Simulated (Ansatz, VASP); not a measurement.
**Two plane-wave programs on SiC**

File INCAR:

```
SYSTEM = SiC
PREC     = Accurate       ! precision mode
ENCUT    = 520            ! plane-wave cutoff, eV
EDIFF    = 1E-7           ! SCF threshold, eV
ISMEAR   = 0              ! smearing method
SIGMA    = 0.05           ! smearing width, eV
LREAL    = .False.        ! projectors in reciprocal space
LASPH    = .True.         ! aspherical terms in the spheres
NELM     = 100            ! most SCF steps
ALGO     = Normal         ! electronic algorithm
ISIF     = 2              ! what is computed and relaxed
LWAVE    = .False.        ! write WAVECAR
LCHARG   = .False.        ! write CHGCAR
GGA      = PE             ! functional
NBANDS   = 11             ! bands
```

Contents of KPOINTS:

```
regular mesh
0
Gamma
  12 12 12
  0 0 0
```

The input POSCAR:

```
SiC
1.0
    0.0000000000      2.1721700986      2.1721700986
    2.1721700986      0.0000000000      2.1721700986
    2.1721700986      2.1721700986      0.0000000000
Si C
1 1
Direct
    0.0000000000      0.0000000000      0.0000000000
    0.7500000000      0.7500000000      0.7500000000
```

Input for Ansatz:

```yaml
crystal:
  lattice:
    - [0.0, 2.1721700986, 2.1721700986]
    - [2.1721700986, 0.0, 2.1721700986]
    - [2.1721700986, 2.1721700986, 0.0]
  atoms:
    - { symbol: Si, position: [0.0, 0.0, 0.0] }
    - { symbol: C, position: [0.75, 0.75, 0.75] }
basis:
  ecutwfc: 520.0
kpoints:
  mp_grid: { grid: [12, 12, 12] }
hamiltonian:
  xc: pbe
scf:
  occupations: { method: gaussian, width: 0.05 }
output:
  forces: true
  stress: true
  eigenvalues: true
  write_density: true
  write_potential: true
  elf: true
  volumetric_format: npy
```

Alike in both runs: task single point; functional PBE; k mesh 12 × 12 × 12; occupations gaussian, width 0.05 eV; no spin polarisation.

|  | VASP | Ansatz |
| --- | --- | --- |
| version | VASP 6.6.1 | Ansatz 0.2.0 |
| potentials or method | VASP PAW PBE potentials, release 64 (Si, C) | scalar-relativistic, plane waves, PAW |
| plane-wave cutoff (eV) | 520 | 520 |
| valence electrons in the cell | 8 | 8 |

VASP gave:

```
gap on the k mesh at the Fermi level (eV) : 1.35
least direct gap on the mesh (eV)         : 4.55
pressure (GPa)                            : 5.4
```

Problem. What did Ansatz give for the same quantities?

Solution. gap on the k mesh at the Fermi level (eV): 1.35; least direct gap on the mesh (eV): 4.56; pressure (GPa): 5.4.

A k mesh can miss the band edges.
